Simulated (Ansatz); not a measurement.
The system is TaN.

```xyz
2
Lattice="0.0000 2.2113 2.2113 2.2113 0.0000 2.2113 2.2113 2.2113 0.0000" Properties=species:S:1:pos:R:3 pbc="T T T"
Ta    2.2113    2.2113    2.2113
N     0.0000    0.0000    0.0000
```

The cell comes from a database or a generator and needn't be the stable form of this composition.

- Program: Ansatz 0.2.0
- Task: relaxation of cell and atoms
- Functional: LDA
- Potentials or basis: all-electron LAPW, scalar-relativistic
- Basis error allowed: 0.001 eV/atom
- k mesh: 10 × 10 × 10
- Occupations: fermi-dirac, width 0.05 eV
- Spin: no spin polarisation

At the start: volume 10.81 Å³/atom.

**Question.** Where does the relaxation end?

**Answer.** Over 5 steps the energy falls by 30.3 meV/atom and the volume is 10.27 Å³/atom (-5.0 %); space group Fm-3m (No. 225, to 0.05 Å).

Step by step:
```csv
step,energy change (eV),largest force (eV/Å),volume (Å³)
1,0.0000,0.0000,21.63
2,-0.0465,0.0000,20.06
3,-0.0605,0.0000,20.59
4,-0.0606,0.0000,20.55
5,-0.0606,0.0000,20.55
```

Final structure:
```cif
data_structure
_symmetry_space_group_name_H-M 'P 1'
_symmetry_Int_Tables_number 1
_cell_length_a 3.0743
_cell_length_b 3.0743
_cell_length_c 3.0743
_cell_angle_alpha 60.000
_cell_angle_beta 60.000
_cell_angle_gamma 60.000
_cell_volume 20.55
loop_
_atom_site_label
_atom_site_type_symbol
_atom_site_fract_x
_atom_site_fract_y
_atom_site_fract_z
_atom_site_occupancy
Ta1 Ta 0.50000 0.50000 0.50000 1
N1 N 0.00000 0.00000 0.00000 1
```
